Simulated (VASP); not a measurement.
# BaTiO3 (Pm-3m) in VASP: further runs

One crystal, BaTiO3, is run at these levels: SCAN, r2SCAN+D4, PBE; tasks: relaxation of cell and atoms, single point.

Everything below comes from runs of VASP 6.6.1. Logs are shortened: lines on timing, memory, paths and dates and some standing lists are left out, and cuts for length are marked.

### 1 The crystal as given

It takes space group Pm-3m (No. 221, cubic). The conventional cell has a = 4.006 Å, b = 4.006 Å, c = 4.006 Å, α = 90.00°, β = 90.00°, γ = 90.00°. Around Ba (site symmetry m-3m) lie 12 O at 2.83 Å. Ti (site symmetry m-3m) has 6 O at 2.00 Å as nearest neighbours. O (site symmetry 4/mmm) is surrounded by 2 Ti at 2.00 Å.

### 2 Relaxation of cell and atoms, SCAN

File INCAR:

```
SYSTEM = BaTiO3
ALGO = Normal ; EDIFF = 1E-7
EDIFFG = -0.01 ; ENCUT = 600
IBRION = 2 ; ISIF = 3
ISMEAR = 0 ; LASPH = .True.
LCHARG = .False. ; LMIXTAU = .True.
LREAL = .False. ; LWAVE = .False.
METAGGA = SCAN ; NELM = 80
NSW = 60 ; PREC = Accurate
SIGMA = 0.05
```

File KPOINTS:

```
k-points
0
Gamma
  7 7 7
  0 0 0
```

File POSCAR:

```
BaTiO3
1.0
    4.0060000000      0.0000000000      0.0000000000
    0.0000000000      4.0060000000      0.0000000000
    0.0000000000      0.0000000000      4.0060000000
Ba Ti O
1 1 3
Direct
    0.5000000000      0.5000000000      0.5000000000
    0.0000000000      0.0000000000      0.0000000000
    0.0000000000      0.0000000000      0.5000000000
    0.0000000000      0.5000000000      0.0000000000
    0.5000000000      0.0000000000      0.0000000000
```

Potentials or basis: VASP PAW PBE potentials, release 64 (Ba_sv, Ti_sv, O).

Started as:

```bash
> cat potpaw_PBE.64/Ba_sv/POTCAR potpaw_PBE.64/Ti_sv/POTCAR potpaw_PBE.64/O/POTCAR > POTCAR
> mpirun -np 1 vasp_std > vasp.out
```

OUTCAR:

```text
SYSTEM = BaTiO3
   EDIFF = 1E-7
   EDIFFG = -0.01
   ENCUT = 600
   IBRION = 2
   ISIF = 3
   ISMEAR = 0
   LASPH = .True.
   LREAL = .False.
   METAGGA = SCAN
   NELM = 80
   NSW = 60
   PREC = Accurate

 ion  position               nearest neighbor table
   1  0.500  0.500  0.500-   3 2.83   4 2.83   5 2.83   4 2.83   5 2.83   3 2.83   5 2.83   5 2.83
                             3 2.83   4 2.83   4 2.83   3 2.83   2 3.47   2 3.47   2 3.47   2 3.47
   2  0.000  0.000  0.000-   3 2.00   4 2.00   5 2.00   3 2.00   4 2.00   5 2.00   1 3.47   1 3.47
                             1 3.47   1 3.47   1 3.47   1 3.47   1 3.47   1 3.47
   3  0.000  0.000  0.500-   2 2.00   2 2.00   1 2.83   1 2.83   1 2.83   1 2.83
   4  0.000  0.500  0.000-   2 2.00   2 2.00   1 2.83   1 2.83   1 2.83   1 2.83
   5  0.500  0.000  0.000-   2 2.00   2 2.00   1 2.83   1 2.83   1 2.83   1 2.83

  LATTYP: Found a simple cubic cell.
 ALAT       =     4.0060000000

  Lattice vectors:

 A1 = (   4.0060000000,   0.0000000000,   0.0000000000)
 A2 = (   0.0000000000,   4.0060000000,   0.0000000000)
 A3 = (   0.0000000000,   0.0000000000,   4.0060000000)

Analysis of symmetry for initial positions (statically):
=====================================================================
 Subroutine PRICEL returns:
 Original cell was already a primitive cell.

 Routine SETGRP: Setting up the symmetry group for a
 simple cubic supercell.

 Subroutine GETGRP returns: Found 48 space group operations
 (whereof 48 operations were pure point group operations)
 out of a pool of 48 trial point group operations.

The static configuration has the point symmetry O_h .

Analysis of symmetry for dynamics (positions and initial velocities):
=====================================================================
 Subroutine PRICEL returns:
 Original cell was already a primitive cell.

 Routine SETGRP: Setting up the symmetry group for a
 simple cubic supercell.

 Subroutine GETGRP returns: Found 48 space group operations
 (whereof 48 operations were pure point group operations)
 out of a pool of 48 trial point group operations.

The dynamic configuration has the point symmetry O_h .

 Subroutine INISYM returns: Found 48 space group operations
 (whereof 48 operations are pure point group operations),
 and found     1 'primitive' translations

----------------------------------------------------------------------------------------

                                     Primitive cell

  volume of cell :      64.2884

  direct lattice vectors                    reciprocal lattice vectors
     4.006000000  0.000000000  0.000000000     0.249625562  0.000000000  0.000000000
     0.000000000  4.006000000  0.000000000     0.000000000  0.249625562  0.000000000
     0.000000000  0.000000000  4.006000000     0.000000000  0.000000000  0.249625562

  length of vectors
     4.006000000  4.006000000  4.006000000     0.249625562  0.249625562  0.249625562

  position of ions in fractional coordinates (direct lattice)
     0.500000000  0.500000000  0.500000000
     0.000000000  0.000000000  0.000000000
     0.000000000  0.000000000  0.500000000
     0.000000000  0.500000000  0.000000000
     0.500000000  0.000000000  0.000000000

  ion indices of the primitive-cell ions
   primitive index   ion index
                 1           1
                 2           2
                 3           3
                 4           4
                 5           5

----------------------------------------------------------------------------------------

 KPOINTS: k-points

Automatic generation of k-mesh.
 Grid dimensions read from file:
 generate k-points for:    7    7    7

 Generating k-lattice:

  Cartesian coordinates                     Fractional coordinates (reciprocal lattice)
     0.035660795  0.000000000  0.000000000     0.142857143  0.000000000  0.000000000
     0.000000000  0.035660795  0.000000000     0.000000000  0.142857143  0.000000000
     0.000000000  0.000000000  0.035660795     0.000000000  0.000000000  0.142857143

  Length of vectors
     0.035660795  0.035660795  0.035660795

  Shift w.r.t. Gamma in fractional coordinates (k-lattice)
     0.000000000  0.000000000  0.000000000

 Subroutine IBZKPT returns following result:
 ===========================================

 Found     20 irreducible k-points:

 Following reciprocal coordinates:
            Coordinates               Weight
  0.000000  0.000000  0.000000      1.000000
  0.142857  0.000000  0.000000      6.000000
  0.285714  0.000000  0.000000      6.000000
  0.428571  0.000000  0.000000      6.000000
  0.142857  0.142857  0.000000     12.000000
  0.285714  0.142857  0.000000     24.000000
[... 12 lines left out ...]
  0.428571  0.428571  0.285714     24.000000
  0.428571  0.428571  0.428571      8.000000
   k-points           NKPTS =     20   k-points in BZ     NKDIM =     20   number of bands    NBANDS=     24
   number of dos      NEDOS =    301   number of ions     NIONS =      5
   total plane-waves  NPLWV =  32768
   dimension x,y,z NGX =    32 NGY =   32 NGZ =   32
   dimension x,y,z NGXF=    64 NGYF=   64 NGZF=   64
   ions per type =               1   1   3
   NGX,Y,Z   is equivalent  to a cutoff of  13.28, 13.28, 13.28 a.u.
   NGXF,Y,Z  is equivalent  to a cutoff of  26.56, 26.56, 26.56 a.u.
 SYSTEM =  BaTiO3
   PREC   = accura    normal or accurate (medium, high low for compatibility)
   ISTART =      0    job   : 0-new  1-cont  2-samecut
   ICHARG =      2    charge: 1-file 2-atom 10-const
   ISPIN  =      1    spin polarized calculation?
   LNONCOLLINEAR =      F non collinear calculations
   LSORBIT =      F    spin-orbit coupling
   LASPH  =      T    aspherical Exc in radial PAW
   ENCUT  =  600.0 eV  44.10 Ry    6.64 a.u.   8.00  8.00  8.00*2*pi/ulx,y,z
   NELM   =     80;   NELMIN=  2; NELMDL= -5     # of ELM steps
   EDIFF  = 0.1E-06   stopping-criterion for ELM
   LREAL  =      F    real-space projection
   EDIFFG = -.1E-01   stopping-criterion for IOM
   NSW    =     60    number of steps for IOM
   IBRION =      2    ionic relax: 0-MD 1-quasi-New 2-CG
   NFREE  =      1    steps in history (QN), initial steepest desc. (CG)
   ISIF   =      3    stress and relaxation
   ISYM   =      2    0-nonsym 1-usesym 2-fastsym
   POTIM  = 0.5000    time-step for ionic-motion
   TEBEG  =    0.0;   TEEND  =   0.0 temperature during run
   PSTRESS=    0.0 pullay stress
   NELECT =      40.0000    total number of electrons
   NUPDOWN=      -1.0000    fix difference up-down
   EMIN   =  10.00;   EMAX   =-10.00  energy-range for DOS
   EFERMI =   0.00;   METHOD = LEGACY
   ISMEAR =     0;   SIGMA  =   0.05  broadening in eV -4-tet -1-fermi 0-gaus
   EFERMI_NEDOS =   21; number of points for ismear=-14 and -15
   IALGO  =     38    algorithm
   IMIX   =      4    mixing-type and parameters
     AMIX     =   0.40;   BMIX     =  1.00
     AMIX_MAG =   1.60;   BMIX_MAG =  1.00
  volume/ion in A,a.u.               =      12.86        86.77
  Fermi-wavevector in a.u.,A,eV,Ry     =   1.397603  2.641087 26.576187  1.953295
  Thomas-Fermi vector in A             =   2.520843
   LORBIT       =      0    0 simple, 1 ext, 2 COOP (PROOUT), +10 PAW based schemes
   METAGGA = SCAN    functional components
   LHFCALC =     F    Hartree Fock is set to
   AEXX    =    0.0000 exact exchange contribution
   IVDW    =     0    specifies the selected vdW correction
   LEPSILON=     F    determine dielectric tensor
   LRPA    =     F    only Hartree local field effects (RPA)
 conjugate gradient relaxation of ions
 non-spin polarized calculation
 Gauss-broadening in eV      SIGMA  =   0.05
  energy-cutoff  :      600.00
  volume of cell :       64.29
 maximum number of plane-waves:      2170
   NGX = 17   NGY = 17   NGZ = 17

--------------------------------------- Ionic step        1  -------------------------------------------

 number of electron      39.9999998 magnetization

 Free energy of the ion-electron system (eV)
  ---------------------------------------------------
  ext. energy  EPLUGINS =         0.00000000
  ---------------------------------------------------
  free energy    TOTEN  =       -91.35281393 eV

  energy without entropy =      -91.35281393  energy(sigma->0) =      -91.35281393

------------------------ aborting loop because EDIFF is reached ----------------------------------------

  FORCE on cell =-STRESS in cart. coord.  units (eV):
  Direction    XX          YY          ZZ          XY          YZ          ZX
  --------------------------------------------------------------------------------------
  -------------------------------------------------------------------------------------
  Total       -0.2591509     -0.2591509     -0.2591509     -0.0000000      0.0000000     -0.0000000
  in kB       -6.4584832     -6.4584832     -6.4584832     -0.0000000      0.0000000     -0.0000000
  external PRESSURE =      -6.4584832 kB  Pullay stress =       0.0000000 kB
[... 63 lines left out ...]
  energy  without entropy=      -91.3528230315  energy(sigma->0) =      -91.35282303

--------------------------------------- Ionic step        3  -------------------------------------------

 number of electron      39.9999995 magnetization

 Free energy of the ion-electron system (eV)
  ---------------------------------------------------
  ext. energy  EPLUGINS =         0.00000000
  ---------------------------------------------------
  free energy    TOTEN  =       -91.35334783 eV

  energy without entropy =      -91.35334783  energy(sigma->0) =      -91.35334783

 E-fermi :   3.7661     XC(G=0): -11.9147

 val. band max:        3.4611477937   @ k =   0.4286   0.4286   0.4286
 cond. band min:       5.6712472422   @ k =   0.0000   0.0000   0.0000
 fundamental gap:      2.2100994485
 Fermi energy:         3.7660925569

 k-point     1 :       0.0000    0.0000    0.0000
  band No.  band energies     occupation
      1     -55.4917      2.00000
      2     -30.5864      2.00000
      3     -30.5854      2.00000
      4     -30.5852      2.00000
      5     -21.9758      2.00000
      6     -14.4205      2.00000
[... 561 lines left out ...]
  FREE ENERGIE OF THE ION-ELECTRON SYSTEM (eV)
  ---------------------------------------------------
  free  energy   TOTEN  =       -91.3533478269 eV

  energy  without entropy=      -91.3533478269  energy(sigma->0) =      -91.35334783

 reached required accuracy - stopping structural energy minimisation
```

Wall time 13 min (1 thread of AMD EPYC 7R43 (Zen 3), shared host); peak memory 0.19 GiB.

Results:

```yaml
Free_energy: -91.3533 eV
Relaxed_volume: 12.81 Å³/atom
Relaxed_cell: a = 4.001 Å, b = 4.001 Å, c = 4.001 Å, α = 90.00°, β = 90.00°, γ = 90.00°
Space_group_after_relaxing_to_0.05_Å: Pm-3m (No. 221)
Energy_gained_by_relaxing: 0.1 meV/atom
Ionic_steps: 3
Pressure_after_relaxing: 0.1 GPa
Band_gap_on_the_k_mesh: 2.21 eV, indirect (least direct gap 2.31 eV)
```

Step by step:
```
step  energy change (eV)  largest force (eV/Å)  pressure (GPa)  volume (Å³)
   1              0.0000                0.0000           -0.65        64.29
   2              0.0000                0.0000            0.74        63.81
   3             -0.0005                0.0000            0.07        64.04
```

Final structure:
```
Ba Ti O
1.0
     4.00081    0.00000    0.00000
     0.00000    4.00081    0.00000
     0.00000    0.00000    4.00081
Ba Ti O
1 1 3
Cartesian
  2.0004 2.0004 2.0004
  0.0000 0.0000 0.0000
  0.0000 0.0000 2.0004
  0.0000 2.0004 0.0000
  2.0004 0.0000 0.0000
```

Levels at points of the mesh, in eV from the valence-band top:
| k point | band 16 | band 17 | band 18 | band 19 | band 20 | band 21 | band 22 | band 23 | band 24 |
| --- | --- | --- | --- | --- | --- | --- | --- | --- | --- |
| (0.00, 0.00, 0.00) | -1.06 | -1.06 | -0.10 | -0.10 | -0.10 | 2.21 | 2.21 | 2.21 | 4.24 |

Caveat: the PAW data sets were made with another functional, which shifts forces and pressure a little; spin-orbit coupling is left out, which moves the levels of the heavy elements; an odd mesh through Γ misses points on the zone boundary, where band edges often lie. SCAN opens gaps a little over a GGA but as a rule still falls short of measured ones.

### 3 Relaxation of cell and atoms, r2SCAN+D4

File INCAR:

```
SYSTEM = BaTiO3
PREC = Accurate
ENCUT = 600
EDIFF = 1E-6
ISMEAR = 0
SIGMA = 0.05
LREAL = .False.
LASPH = .True.
NELM = 60
ALGO = Normal
ISIF = 3
LWAVE = .False.
LCHARG = .False.
METAGGA = R2SCAN
LMIXTAU = .True.
IVDW = 13
VDW_S6 = 1.0
VDW_S8 = 0.6018749
VDW_A1 = 0.51559235
VDW_A2 = 5.77342911
IBRION = 2
NSW = 40
EDIFFG = -0.02
```

File KPOINTS:

```
regular mesh
0
Gamma
  7 7 7
  0 0 0
```

POSCAR is that of step 2.

Potentials or basis: VASP PAW PBE potentials, release 64 (Ba_sv, Ti_sv, O).

Started as:

```bash
> cat potpaw_PBE.64/Ba_sv/POTCAR potpaw_PBE.64/Ti_sv/POTCAR potpaw_PBE.64/O/POTCAR > POTCAR
> mpirun -np 1 vasp_std > vasp.out
```

Run time: 8.2 min. Hardware: 1 thread of AMD EPYC 7R43 (Zen 3), shared host; peak memory 0.18 GiB.

It converged, with:

```yaml
Free_energy: -74.6418 eV
Relaxed_volume: 12.80 Å³/atom
Relaxed_cell: a = 3.999 Å, b = 3.999 Å, c = 3.999 Å, α = 90.00°, β = 90.00°, γ = 90.00°
Space_group_after_relaxing_to_0.05_Å: Pm-3m (No. 221)
Energy_gained_by_relaxing: 0.2 meV/atom
Ionic_steps: 3
Pressure_after_relaxing: 0.0 GPa
Band_gap_on_the_k_mesh: 2.20 eV, indirect (least direct gap 2.30 eV)
Dispersion_energy_per_atom: -0.080 eV
```

Step by step:
```tsv
step	energy change (eV)	largest force (eV/Å)	pressure (GPa)	volume (Å³)
1	0.0000	0.0000	-0.87	64.29
2	0.0001	0.0000	0.96	63.64
3	-0.0009	0.0000	0.01	63.98
```

Final structure:
```cif
data_structure
_symmetry_space_group_name_H-M 'P 1'
_symmetry_Int_Tables_number 1
_cell_length_a 3.9995
_cell_length_b 3.9995
_cell_length_c 3.9995
_cell_angle_alpha 90.000
_cell_angle_beta 90.000
_cell_angle_gamma 90.000
_cell_volume 63.98
loop_
_atom_site_label
_atom_site_type_symbol
_atom_site_fract_x
_atom_site_fract_y
_atom_site_fract_z
_atom_site_occupancy
Ba1 Ba 0.50000 0.50000 0.50000 1
Ti1 Ti 0.00000 0.00000 0.00000 1
O1 O 0.00000 0.00000 0.50000 1
O2 O 0.00000 0.50000 0.00000 1
O3 O 0.50000 0.00000 0.00000 1
```

Levels at points of the mesh, in eV from the valence-band top:
```tsv
k point	band 17	band 18	band 19	band 20	band 21	band 22	band 23	band 24
(0.00, 0.00, 0.00)	-1.07	-0.09	-0.09	-0.09	2.20	2.20	2.20	4.25
```

Caveat: the PAW data sets were made with another functional, which shifts forces and pressure a little; spin-orbit coupling is left out, which moves the levels of the heavy elements; an odd mesh through Γ misses points on the zone boundary, where band edges often lie.

### 4 Single point, PBE

File INCAR:

```
PREC = Accurate
ENCUT = 520
EDIFF = 1E-7
ISMEAR = 0
SIGMA = 0.05
LREAL = False
LASPH = True
NELM = 100
ALGO = Normal
ISIF = 2
LWAVE = False
LCHARG = False
GGA = PE
ADDGRID = False
```

File KPOINTS:

```
Automatic mesh
0
Gamma
  6 6 6
```

File POSCAR:

```
BaTiO3
1.0
    4.0060000000      0.0000000000      0.0000000000
    0.0000000000      4.0060000000      0.0000000000
    0.0000000000      0.0000000000      4.0060000000
Ba Ti O
1 1 3
Direct
    0.4701120000      0.5031600000      0.5056990000
   -0.0202070000      0.0016430000     -0.0204470000
   -0.0270160000     -0.0188640000      0.5097340000
   -0.0003670000      0.4971430000     -0.0056670000
    0.4958670000     -0.0087980000      0.0064420000
```

Started as:

```bash
> cat potpaw_PBE.64/Ba_sv/POTCAR potpaw_PBE.64/Ti_sv/POTCAR potpaw_PBE.64/O/POTCAR > POTCAR
> mpirun -np 1 vasp_std > vasp.out
```

Run time: 89 s. Hardware: 1 thread of Intel Xeon Platinum 8559C (Emerald Rapids), shared host; peak memory 0.3 GiB.

These settings aren't checked as converged: the numbers below hold their error.

Results:

```yaml
Free_energy: -39.9264 eV
Pressure: 4.8 GPa
Largest_force: 0.584 eV/Å
Band_gap_on_the_k_mesh: 1.90 eV, indirect (least direct gap 2.19 eV)
```

Caveat: spin-orbit coupling is left out, which moves the levels of the heavy elements.
